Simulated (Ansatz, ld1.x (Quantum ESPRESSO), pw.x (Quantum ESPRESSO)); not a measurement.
B (Z = 5): one change to the PAW potential, in the atom and in the bcc crystal

ld1.x (Quantum ESPRESSO) 7.5 input, shortened:

```
&input
   title='B', zed=5., rel=1, dft='PBE', iswitch=3,
   config='[He] 2s2 2p1 3d-2'
 /
 &inputp
   pseudotype=3, lpaw=.true., tm=.true., lloc=-1, rcloc=1.90,
   nlcc=.false.,
   which_augfun='PSQ', rmatch_augfun_nc=.true.
 /
6
2S  1  0   2.00   0.00  1.25  1.40  0.0
2S  1  0   0.00   0.50  1.25  1.40  0.0
2P  2  1   1.00   0.00  1.95  2.15  0.0
2P  2  1   0.00   0.40  1.95  2.15  0.0
3D  3  2  -2.00   0.10  1.45  2.00  0.0
3D  3  2  -2.00   0.70  1.45  2.00  0.0
 &test
   configts(1)='2s2 2p1'
 /
```

Change: all radii scaled by about 0.96 (s 1.34, p 2.08, d 1.92 bohr, rcut 1.20/1.88/1.40); local potential all-electron potential smoothed inside 1.84 bohr (lloc = -1).

Cutoffs, loose and tight: the cutoffs (Ry, on a coarse ladder) from which the occupation-weighted sum of valence levels, in a spherical-Bessel basis at the reference potential, stays within 10 and 1 mRy of its value at 400 Ry. They do not see the model core or the augmentation charge, which bear on the density cutoff. Test errors are all-electron minus pseudo excitation energies from the reference, over the configurations 2s2 2p0; 2s1 2p0; 2s2 2p0.5; 2s1 2p1; 2s2 2p1.3; 2s1 2p2; 2s0 2p3; variants that change the core or the reference have their own tests.

Crystal test: bcc B in pw.x 7.5, no spin, 18³ k-points, Fermi–Dirac smearing 0.01 Ry, cutoffs set for each file from its atomic test. The reference is all-electron LAPW (Ansatz 0.2.0) with the same functional, mesh and smearing; V0 and B0 come from Birch–Murnaghan fits to the pressures at five volumes. Errors are pseudo minus all-electron; Δ is the rms difference of the E(V) curves that follow from these fits, minima aligned, over ±6 % about the mean V0. Mesh and smearing are coarse, so the numbers serve the comparison and aren't converged zero-temperature values; the lattice is a test structure that the element need not adopt.

All-electron: a0 = 2.308 Å (V0 = 6.15 Å³/atom), B0 = 225.7 GPa.

**Question.** Does the change bring the crystal closer to the all-electron result?

**Answer.** The mean pressure error goes from +0.65 to +0.44 GPa, so the change moves the solid closer to the all-electron pressures.

```csv
quantity,base,changed
outcome (atom),generated,generated
"cutoff, loose (atom)",12 Ry,15 Ry
"cutoff, tight (atom)",18 Ry,21 Ry
bound ghosts (atom),none,none
largest test error (meV) (atom),-3.8,-3.5
cutoffs in pw.x (Ry),40/320,40/320
a0 (Å),2.311,2.310
a0 error (%),+0.10,+0.06
B0 error (%),+0.1,+0.3
Δ (meV/atom),0.9,0.6
mean pressure error (GPa),+0.65,+0.44
```

Base: The largest radius (2.15 bohr) exceeds half the bond length (1.89 bohr), so the spheres overlap, which is one possible source of error among others. Changed file: The largest radius (2.08 bohr) exceeds half the bond length (1.89 bohr), so the spheres overlap, which is one possible source of error among others. The atomic cutoffs weigh occupied waves only.
